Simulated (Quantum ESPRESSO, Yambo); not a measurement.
## A GW run on MgO (Fm-3m) in Yambo, with inputs changed

A base run on MgO (Fm-3m), then changed inputs.

Method: PBE and many-body steps on it, plane waves, in Yambo 5.3.0.

### Step 1. Starting point

The structure is cubic, space group Fm-3m (No. 225). The conventional cell has a = 4.194 Å, b = 4.194 Å, c = 4.194 Å, α = 90.00°, β = 90.00°, γ = 90.00°. Nearest to Mg lie 6 O at 2.10 Å. Nearest to O lie 6 Mg at 2.10 Å. Farther neighbours and most contacts between anions are not listed.

As a file:

```cif
data_structure
_symmetry_space_group_name_H-M 'P 1'
_symmetry_Int_Tables_number 1
_cell_length_a 2.9656
_cell_length_b 2.9656
_cell_length_c 2.9656
_cell_angle_alpha 60.000
_cell_angle_beta 60.000
_cell_angle_gamma 60.000
_cell_volume 18.44
loop_
_atom_site_label
_atom_site_type_symbol
_atom_site_fract_x
_atom_site_fract_y
_atom_site_fract_z
_atom_site_occupancy
Mg1 Mg 0.00000 0.00000 0.00000 1
O2 O 0.50000 0.50000 0.50000 1
```

The cell and positions are those that the Materials Project relaxed with its own functionals (PBE, PBE+U or r2SCAN), kept fixed.

### Step 2. Base

This step: Yambo 5.3.0; G0W0 on PBE, plane waves, norm-conserving pseudopotentials.

G0W0 replaces the xc potential by the self-energy, built once from these orbitals. Only a window of levels is corrected, while the sums run over the empty bands that the input names.

gw2.in

```
HF_and_locXC
gw0
dyson
ppa
em1d
rim_cut
RandQpts= 1000000
RandGvec= 1 RL
EXXRLvcs= 76 Ry
VXCRLvcs= 304 Ry
Chimod= "HARTREE"
% BndsRnXp
 1 | 96 |
%
NGsBlkXp= 17 Ry
% LongDrXp
 1 | 1 | 1 |
%
% GbndRnge
 1 | 96 |
%
DysSolver= "n"
ExtendOut
PPAPntXp= 27.21138 eV
% QPkrange
 1 | 1 | 7 | 10 |
%
```

Run with:

```
> OMP_NUM_THREADS=1 mpirun -n 8 yambo -F gw2.in -J gw2 -C gw2 > gw2.log
```

The program printed:

```text
 Yambo, version 5.3.0

 [02] CORE Variables Setup
 =========================

  [... cell, symmetries and grids as in the set-up ...]

  [02.05] Energies & Occupations
  ==============================

  [X] === General ===
  [X] Electronic Temperature                        :  0.000000  0.000000 [eV K]
  [X] Bosonic    Temperature                        :  0.000000  0.000000 [eV K]
  [X] Finite Temperature mode                       : no
  [X] El. density                                   :  0.86755E+24 [cm-3]
  [X] Fermi Level                                   :  8.213321 [eV]

  [X] === Gaps and Widths ===
  [X] Conduction Band Min                           :  4.894832 [eV]
  [X] Valence Band Max                              :  0.000000 [eV]
  [X] Filled Bands                                  :   8
  [X] Empty Bands                                   :    9  225
  [X] Direct Gap                                    :  4.894832 [eV]
  [X] Direct Gap localized at k                     :  1
  [X] Indirect Gap                                  :  4.894832 [eV]
  [X] Indirect Gap between kpts                     :  1  1
  [X] Last valence band width                       :  1.776111 [eV]
  [X] 1st conduction band width                     :  6.880121 [eV]

 [03] Transferred momenta grid and indexing
 ==========================================

 IBZ Q-points                                      :  29
 BZ  Q-points                                      :   512

 K/Q-points units:
 rlu = crystal or reduced units; cc = cartesian coordinates; iku = interal k-units

 Q [ 1]         [rlu]:  0.000000  0.000000  0.000000
 Q [ 2]         [rlu]: -0.32851E-17 -0.32851E-17  0.12500
 Q [ 3]         [rlu]: -0.65702E-17 -0.65702E-17  0.25000
 Q [ 4]         [rlu]:  0.33905E-17  0.33905E-17  0.37500
 Q [ 5]         [rlu]:  0.13140E-16  0.13140E-16 -0.50000
 Q [ 6]         [rlu]: -0.67787E-18  0.12500      0.12500
 Q [ 7]         [rlu]: -0.69125E-17  0.12500      0.25000
 Q [ 8]         [rlu]: -0.65702E-17  0.12500      0.37500
 Q [ 9]         [rlu]:  0.60166E-16  0.12500      0.50000
 Q [10]         [rlu]:  0.13140E-16  0.12500     -0.37500
     [... 17 further rows ...]
 Q [28]         [rlu]:  0.125000 -0.500000 -0.375000
 Q [29]         [rlu]:  0.250000 -0.500000 -0.250000

 [04] Coloumb potential Random Integration (RIM)
 ===============================================

  [04.01] RIM initialization
  ==========================

  * Diagonal components only detected *

  8 x (sBL volume)        :  0.031141 [a.u.]
  sBZ random points       :  1000000
  Points outside the sBZ  :   7968281
  RL volume               :  1.993044 [a.u.]
  Integrated volume       :  2.000977 [a.u.]

  [04.02] RIM integrals
  =====================

  Gamma point sphere radius             :  0.057068 [a.u.]
  Points outside the sphere             :   800476
  [Int_sBZ(q=0) 1/q^2]*(Vol_sBZ)^(-1/3) =:  7.776341
                                 should be <:  7.795600

  Summary of Coulomb integrals for non-metallic bands |Q|[au] RIM/Bare

  Q [1] 0.100000E-4 0.997530 * Q [2] 0.171642 1.068862
  Q [6] 0.198195 1.067204 * Q [12] 0.280290 1.029264
  Q [7] 0.328669 1.022872 * Q [3] 0.343283 1.020683
  Q [13] 0.396390 1.016961 * Q [11] 0.431956 1.014228
  Q [22] 0.443177 1.014089 * Q [8] 0.485476 1.012339
  Q [14] 0.514925 1.011441 * Q [4] 0.514925 1.011454
[...]
Q [27] 0.714602 1.007600 * Q [24] 0.741577 1.007368
  Q [26] 0.761182 1.007327 * Q [21] 0.792779 1.007291
  Q [28] 0.817178 1.007124 * Q [20] 0.840869 1.006551
  Q [29] 0.886354 1.006669

 [WARNING] [Xp] User bands 1-96 break level degeneracy

 [05] Dipoles
 ============

  [05.01] Setup: observables and procedures
  =========================================

 [06] Dynamic Dielectric Matrix (PPA)
 ====================================

 [SLK-Inversion]  Pools        :  2
 [SLK-Inversion]  BLACS grid   :  2  2

 [WR./gw2//ndb.pp]---------------------------------------------------------------
  Brillouin Zone Q/K grids (IBZ/BZ)                :    29   512    29   512
  RL vectors                                       :  1893 [WF]
  Coulomb cutoff potential                         : none
  Electronic Temperature                           :  0.000000 [K]
  Bosonic    Temperature                           :  0.000000 [K]
  PPA    diel. fun.  energies                      : Perdew, Burke & Ernzerhof(X)+Perdew, Burke & Ernzerhof(C)
  wavefunctions                                    : Perdew, Burke & Ernzerhof(X)+Perdew, Burke & Ernzerhof(C)
  Global Gauge                                     : length
  X matrix size                                    :  181
  X band range                                     :    1   96
  X e/h energy range                               : -1.000000 -1.000000 [eV]
  X Time ordering                                  : R
  X Hxc Kernel                                     : HARTREE
  X Drude frequency                                :  0.000000  0.000000
  X poles                                          :  100.0000 [o/o]
  RL vectors in the sum                            :  1893
  [r,Vnl] included                                 : yes
  Field direction                                  :  0.577350E-5  0.577350E-5  0.577350E-5
  BZ energy Double Grid                            : no
  BZ energy DbGd points                            : 0
  BZ Q point size factor                           : -1.000000
  X Optical Averaged directions                    : none

 [07] Local Exchange-Correlation + Non-Local Fock
 ================================================

 [VXC] Plane waves :  11113
 [EXS] Plane waves :  1459

 QP @ state[ 1 ] K range:  1  1
 QP @ state[ 1 ] b range:   7  10

 [xc] Functional : Perdew, Burke & Ernzerhof(X)+Perdew, Burke & Ernzerhof(C)
 [xc] LIBXC used to calculate xc functional
  PP Number of Atomic Species                      :  2
  NLCC RL compoments                               :  11113
  PP Number of Atomic Species                      :  2
  NLCC RL compoments                               :  11113

 [xc] E_xc :  -11.59297 [Ha]
      E_xc :  -23.18594 [Ry]

  Local XC kind (lXC) : Perdew, Burke & Ernzerhof(X)+Perdew, Burke & Ernzerhof(C)
  Non-Local XC kind (nlXC) : Hartree-Fock

  Corrections @ K [1] :  [eV]
 <7|nlXC|7> = -25.61611  0.10830E-16 <7|lXC|7> = -20.15353 -0.75530E-15
 <8|nlXC|8> = -25.61611  0.21430E-17 <8|lXC|8> = -20.15353  0.67307E-20
 <9|nlXC|9> = -9.030789 -0.81565E-18 <9|lXC|9> = -13.56162 -0.94412E-16
 <10|nlXC|10> = -3.745185 -0.15872E-18 <10|lXC|10> = -9.643495  0.70799E-16

 [08] Dyson equation: Newton solver
 ==================================

  [08.01] G0W0 (W PPA)
  ====================

  [  GW  ] Bands range     :    1   96
  [GW/PPA] G damping       :  0.100000 [eV]

  QP @ state[ 1 ] K range:  1  1
  QP @ state[ 1 ] b range:   7  10

   Sc/G bands                                       :    1   96
   Sc/G damping                                     :  0.100000 ev
   Sc bands terminator                              : no
   Sx RL components                                 :  1459

   QP @ state[ 1 ] K range                          :  1  1
   QP @ state[ 1 ] b range                          :   7  10
   GF energies kind                                 : Perdew, Burke & Ernzerhof(X)+Perdew, Burke & Ernzerhof(C)
   GF WF`s kind                                     : Perdew, Burke & Ernzerhof(X)+Perdew, Burke & Ernzerhof(C)
   Xs energies kind                                 : Perdew, Burke & Ernzerhof(X)+Perdew, Burke & Ernzerhof(C)
   Xs WF`s kind                                     : Perdew, Burke & Ernzerhof(X)+Perdew, Burke & Ernzerhof(C)

 [11] Game Over & Game summary
```

It took 7.2 min on 8 MPI ranks of Arm Neoverse N1, shared host; peak memory 3.1 GiB; 57 min of CPU time.

Numbers from this step:

```yaml
g0w0_gap_on_the_points_computed: 7.173 eV
starting_gap_on_the_mesh: 4.895 eV
k_of_the_valence_top: 0, 0, 0
k_of_the_conduction_bottom: 0, 0, 0
least_direct_g0w0_gap_on_the_computed_points: 7.173 eV
z_at_the_valence_top: 0.8025
z_at_the_conduction_bottom: 0.8509
```

The gap on the mesh goes from 4.89 eV to 7.17 eV, a correction of +2.28 eV.

### Step 3. Field direction

gw6.in

```
HF_and_locXC
gw0
dyson
ppa
em1d
rim_cut
RandQpts= 1000000
RandGvec= 1 RL
EXXRLvcs= 76 Ry
VXCRLvcs= 304 Ry
Chimod= "HARTREE"
% BndsRnXp
 1 | 96 |
%
NGsBlkXp= 17 Ry
% LongDrXp
 0 | 0 | 1 |
%
% GbndRnge
 1 | 96 |
%
DysSolver= "n"
ExtendOut
PPAPntXp= 27.21138 eV
% QPkrange
 1 | 1 | 7 | 10 |
%
```

Run with:

```
> OMP_NUM_THREADS=1 mpirun -n 8 yambo -F gw6.in -J gw6 -C gw6 > gw6.log
```

The program printed:

```text
 Yambo, version 5.3.0

 [02] CORE Variables Setup
 =========================

  [... cell, symmetries and grids as in the set-up ...]

  [02.05] Energies & Occupations
  ==============================

  [X] === General ===
  [X] Electronic Temperature                        :  0.000000  0.000000 [eV K]
  [X] Bosonic    Temperature                        :  0.000000  0.000000 [eV K]
  [X] Finite Temperature mode                       : no
  [X] El. density                                   :  0.86755E+24 [cm-3]
  [X] Fermi Level                                   :  8.213321 [eV]

  [X] === Gaps and Widths ===
  [X] Conduction Band Min                           :  4.894832 [eV]
  [X] Valence Band Max                              :  0.000000 [eV]
  [X] Filled Bands                                  :   8
  [X] Empty Bands                                   :    9  225
  [X] Direct Gap                                    :  4.894832 [eV]
  [X] Direct Gap localized at k                     :  1
  [X] Indirect Gap                                  :  4.894832 [eV]
  [X] Indirect Gap between kpts                     :  1  1
  [X] Last valence band width                       :  1.776111 [eV]
  [X] 1st conduction band width                     :  6.880121 [eV]

 [03] Transferred momenta grid and indexing
 ==========================================

 IBZ Q-points                                      :  29
 BZ  Q-points                                      :   512

 K/Q-points units:
 rlu = crystal or reduced units; cc = cartesian coordinates; iku = interal k-units

 Q [ 1]         [rlu]:  0.000000  0.000000  0.000000
 Q [ 2]         [rlu]: -0.32851E-17 -0.32851E-17  0.12500
 Q [ 3]         [rlu]: -0.65702E-17 -0.65702E-17  0.25000
[...]
================================================

 [VXC] Plane waves :  11113
 [EXS] Plane waves :  1459

 QP @ state[ 1 ] K range:  1  1
 QP @ state[ 1 ] b range:   7  10

 [xc] Functional : Perdew, Burke & Ernzerhof(X)+Perdew, Burke & Ernzerhof(C)
 [xc] LIBXC used to calculate xc functional
  PP Number of Atomic Species                      :  2
  NLCC RL compoments                               :  11113
  PP Number of Atomic Species                      :  2
  NLCC RL compoments                               :  11113

 [xc] E_xc :  -11.59297 [Ha]
      E_xc :  -23.18594 [Ry]

  Local XC kind (lXC) : Perdew, Burke & Ernzerhof(X)+Perdew, Burke & Ernzerhof(C)
  Non-Local XC kind (nlXC) : Hartree-Fock

  Corrections @ K [1] :  [eV]
 <7|nlXC|7> = -25.61611  0.10830E-16 <7|lXC|7> = -20.15353 -0.75530E-15
 <8|nlXC|8> = -25.61611  0.21430E-17 <8|lXC|8> = -20.15353  0.67307E-20
 <9|nlXC|9> = -9.030789 -0.81565E-18 <9|lXC|9> = -13.56162 -0.94412E-16
 <10|nlXC|10> = -3.745185 -0.15872E-18 <10|lXC|10> = -9.643495  0.70799E-16

 [08] Dyson equation: Newton solver
 ==================================

  [08.01] G0W0 (W PPA)
  ====================

  [  GW  ] Bands range     :    1   96
  [GW/PPA] G damping       :  0.100000 [eV]

  QP @ state[ 1 ] K range:  1  1
  QP @ state[ 1 ] b range:   7  10

   Sc/G bands                                       :    1   96
   Sc/G damping                                     :  0.100000 ev
   Sc bands terminator                              : no
   Sx RL components                                 :  1459

   QP @ state[ 1 ] K range                          :  1  1
   QP @ state[ 1 ] b range                          :   7  10
   GF energies kind                                 : Perdew, Burke & Ernzerhof(X)+Perdew, Burke & Ernzerhof(C)
   GF WF`s kind                                     : Perdew, Burke & Ernzerhof(X)+Perdew, Burke & Ernzerhof(C)
   Xs energies kind                                 : Perdew, Burke & Ernzerhof(X)+Perdew, Burke & Ernzerhof(C)
   Xs WF`s kind                                     : Perdew, Burke & Ernzerhof(X)+Perdew, Burke & Ernzerhof(C)

 [11] Game Over & Game summary
```

It took 7.2 min on 8 MPI ranks; peak memory 3.1 GiB; 58 min of CPU time.

This step gave:

```
G0W0 gap on the points computed              : 7.173 eV
starting gap on the mesh                     : 4.895 eV
k of the valence top                         : 0, 0, 0
k of the conduction bottom                   : 0, 0, 0
least direct G0W0 gap on the computed points : 7.173 eV
Z at the valence top                         : 0.8025
Z at the conduction bottom                   : 0.8509
```

Against G0W0 in Yambo (8×8×8 mesh, 96 bands, screening to 231.3 eV, Godby-Needs plasmon pole), the gap moves by +0.000 eV.

(Part 1 of 2 ends here.)

[Paths, hosts, dates, memory and timing lines, banners, echoed tables and standing remarks are left out of the program output.]

[Logs are printed without paths, hosts, clocks, repeated set-up lines and the standing remarks that a program may print on its own settings, such as how far it seeks lower states.]

[Runs of the session that timed out or met a known fault of the program may be left out.]

[Hosts, paths, dates, database ids (printed as entryN), source tags and the programs' standing remarks are cut or masked in the printed files.]
